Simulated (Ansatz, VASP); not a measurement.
**CaSe in VASP and in Ansatz**

INCAR

```
PREC = Accurate ; ENCUT = 520
EDIFF = 1E-6 ; ISMEAR = 0
SIGMA = 0.02 ; LREAL = F
LASPH = T ; NELM = 80
ALGO = Normal ; ISIF = 2
LWAVE = F ; LCHARG = T
GGA = PE ; LELF = T
LVHAR = T ; NBANDS = 15
```

KPOINTS

```
Automatic mesh
0
Gamma
  8 8 8
```

File POSCAR:

```
CaSe
1.0
    0.0000000000      2.9492692016      2.9492692016
    2.9492692016      0.0000000000      2.9492692016
    2.9492692016      2.9492692016      0.0000000000
Ca Se
1 1
Direct
    0.0000000000      0.0000000000      0.0000000000
    0.5000000000      0.5000000000      0.5000000000
```

Input for Ansatz:

```yaml
crystal:
  lattice:
    - [0.0, 2.9492692016, 2.9492692016]
    - [2.9492692016, 0.0, 2.9492692016]
    - [2.9492692016, 2.9492692016, 0.0]
  atoms:
    - { symbol: Ca, position: [0.0, 0.0, 0.0] }
    - { symbol: Se, position: [0.5, 0.5, 0.5] }
basis:
  ecutwfc: 420
kpoints:
  mp_grid: { grid: [8, 8, 8] }
hamiltonian:
  xc: pbe
scf:
  occupations: { method: gaussian, width: 0.02 }
output:
  forces: true
  stress: true
  eigenvalues: true
```

Alike in both runs: task single point; functional PBE; k mesh 8 × 8 × 8; occupations gaussian, width 0.02 eV; no spin polarisation.

```csv
,VASP,Ansatz
version,VASP 6.6.1,Ansatz 0.2.0
potentials or method,"VASP PAW PBE potentials, release 64 (Ca_sv, Se)","scalar-relativistic, plane waves, PAW"
plane-wave cutoff (eV),520,420
valence electrons in the cell,16,26
```

```tsv
	VASP	Ansatz	Ansatz less VASP
gap on the k mesh at the Fermi level (eV)	2.00	2.01	+0.010
least direct gap on the mesh (eV)	2.95	2.95	+0.009
pressure (GPa)	1.7	1.5	-0.18
```

With one functional, cell and mesh, what is left measures potentials, basis and numerics. The two sets of potentials don't hold the same shells in valence.

A k mesh can miss the band edges. Expect the measured gap to be larger: semilocal functionals such as PBE lack the derivative discontinuity.
